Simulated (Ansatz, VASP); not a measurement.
**One calculation of Ru, two programs**

Contents of INCAR:

```
SYSTEM = Ru
PREC = Accurate
ENCUT = 520
EDIFF = 1E-6
ISMEAR = -1
SIGMA = 0.08
LREAL = .False.
LASPH = .True.
NELM = 100
ALGO = Normal
ISIF = 2
LWAVE = .False.
LCHARG = .False.
GGA = PE
NBANDS = 13
```

Contents of KPOINTS:

```
regular mesh
0
Gamma
  18 18 18
  0 0 0
```

POSCAR

```
Ru
1.0
   -1.3428050849      1.3428050849      1.3428050849
    1.3428050849     -1.3428050849      1.3428050849
    1.3428050849      1.3428050849     -1.3428050849
Ru
1
Direct
    0.0000000000      0.0000000000      0.0000000000
```

Input for Ansatz:

```yaml
crystal:
  lattice:
    - [-1.3428050849, 1.3428050849, 1.3428050849]
    - [1.3428050849, -1.3428050849, 1.3428050849]
    - [1.3428050849, 1.3428050849, -1.3428050849]
  atoms:
    - { symbol: Ru, position: [0.0, 0.0, 0.0] }
kpoints:
  mp_grid: { grid: [18, 18, 18] }
scf:
  occupations: { method: fermi_dirac, width: 0.08 }
hamiltonian:
  xc: pbe
  pseudopotentials: { kind: all_electron, lapw: { basis_error: 0.001 } }
output:
  forces: true
  stress: true
  eigenvalues: true
  populations: true
```

Change from the starting cell: volume scaled by 0.68, LAPW.

Alike in both runs: task single point; functional PBE; k mesh 18 × 18 × 18; occupations fermi-dirac, width 0.08 eV; no spin polarisation.

|  | VASP | Ansatz |
| --- | --- | --- |
| version | VASP 6.6.1 | Ansatz 0.2.0 |
| potentials or method | VASP PAW PBE potentials, release 64 (Ru_pv) | all-electron LAPW, scalar-relativistic |
| plane-wave cutoff (eV) | 520 | see its input |

Ansatz gave:

```
pressure (GPa) : 264.1
```

Q: What did VASP give for the same quantities?

A: Pressure (GPa): 267.0.

Ansatz ran all-electron here, so the differences hold the error of VASP's frozen core and of both bases.

Caveats: the cell as given lies far from equilibrium; so large a pressure means that the cell lies far from this level's equilibrium, or that cutoff or potentials fall short (VASP).
